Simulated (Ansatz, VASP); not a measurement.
**CaH4: VASP beside Ansatz**

```
CELL_PARAMETERS angstrom
4.16798 0.00000 0.00000
0.00000 4.16798 0.00000
0.00000 0.00000 4.16798
ATOMIC_POSITIONS crystal
Ca 0.00000 0.00000 0.00000
H 0.50000 0.00000 0.00000
H 0.00000 0.50000 0.00000
H 0.00000 0.00000 0.50000
H 0.50000 0.50000 0.50000
```

Alike in both runs: functional PBE; k mesh 10 × 10 × 10; occupations gaussian, width 0.1 eV; no spin polarisation.

Ansatz relaxed the structure, and its values are those at the end. VASP's run is a single point on that final structure, the one shown.

```csv
,VASP,Ansatz
version,VASP 6.6.1,Ansatz 0.2.0
potentials or method,"VASP PAW PBE potentials, release 64 (Ca_sv, H)","scalar-relativistic, plane waves, PAW"
plane-wave cutoff (eV),520,420
valence electrons in the cell,14,14
```

```csv
,VASP,Ansatz,Ansatz less VASP
gap on the k mesh at the Fermi level (eV),none,none,-
pressure (GPa),0.0,0.0,+0.01
```

A gap of «none» marks a metal or a gap that the smearing closes. With one functional, cell and mesh, what is left measures potentials, basis and numerics.
